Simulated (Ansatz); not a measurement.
**BaS: how the settings move a relaxation**

Question: which choices in the input matter for BaS?

Computed with Ansatz 0.2.0 (reference: DFT, r2SCAN, PAW with Ansatz's default frozen-core files, scalar-relativistic; relaxation of cell and atoms, unless a step's input says otherwise).

10 further runs of the same task are left out: 10 set aside as unsound or not needed.

**1. Starting point**

The structure is cubic, space group Fm-3m (No. 225). Conventional cell: a = 6.425 Å, b = 6.425 Å, c = 6.425 Å, α = 90.00°, β = 90.00°, γ = 90.00°. Ba (site symmetry m-3m) is surrounded by 6 S at 3.21 Å. Around S (site symmetry m-3m) lie 6 Ba at 3.21 Å.

Structure file:

```
CELL_PARAMETERS angstrom
0.00000 3.21270 3.21270
3.21270 0.00000 3.21270
3.21270 3.21270 0.00000
ATOMIC_POSITIONS crystal
Ba 0.00000 0.00000 0.00000
S 0.50000 0.50000 0.50000
```

**2. Reference**

The input, input.yaml:

```yaml
crystal:
  lattice:
    - [0.0, 3.21269610474, 3.21269610474]
    - [3.21269610474, 0.0, 3.21269610474]
    - [3.21269610474, 3.21269610474, 0.0]
  atoms:
    - { symbol: Ba, position: [0.0, 0.0, 0.0] }
    - { symbol: S, position: [0.5, 0.5, 0.5] }
kpoints:
  mp_grid: { grid: [6, 6, 6] }
scf:
  occupations: { method: fixed }
hamiltonian:
  xc: r2scan
  pseudopotentials: { kind: paw }
relax:
  f_tol: 0.002
  max_steps: 80
  cell: { p_target: 5 }
output:
  forces: true
  stress: true
```

Command:

```
ansatz run input.yaml --threads 1 --pin off --max-ram 2560MiB --backend cpu --events-out ev --progress --plain --runs-dir out
```

**3. Variant: pseudopotentials.kind nc, pseudopotentials.accuracy standard**

input.yaml, as its differences from that of step 2:

```diff
@@ -14,3 +14,3 @@
   xc: r2scan
-  pseudopotentials: { kind: paw }
+  pseudopotentials: { kind: nc, accuracy: standard }
 relax:
@@ -22 +22,5 @@
   stress: true
+  write_density: true
+  write_potential: true
+  elf: true
+  volumetric_format: npy
```

**Question.** What will these runs give? Wanted: for each run, ending; energy change; pressure; gap; force.

As calculated:

```tsv
run	ending	energy change	pressure (GPa)	gap (eV)	force (eV/Å)	cycles	time
reference	converged	-	5.0	2.43	0.00	32	13 s
1: pseudopotentials.kind nc, pseudopotentials.accuracy standard	converged	not comparable	5.0	2.40	0.00	28	17 s
```

Times don't compare one to one where runs were asked for different outputs or read a saved state (see the inputs); cycles may leave out searches for a lower state.

What this shows: A change of potentials puts the total energy on another scale; the gap on the mesh goes from 2.43 to 2.40 eV and the final volume goes from 60.50 to 60.07 Å³. The two sets of potentials agree on what can be compared. The gap of the reference lacks spin-orbit coupling, though the cell holds Ba.

The gaps are Kohn-Sham values of a semilocal functional, not quasiparticle or optical gaps. Such gaps usually fall short of the measured ones.
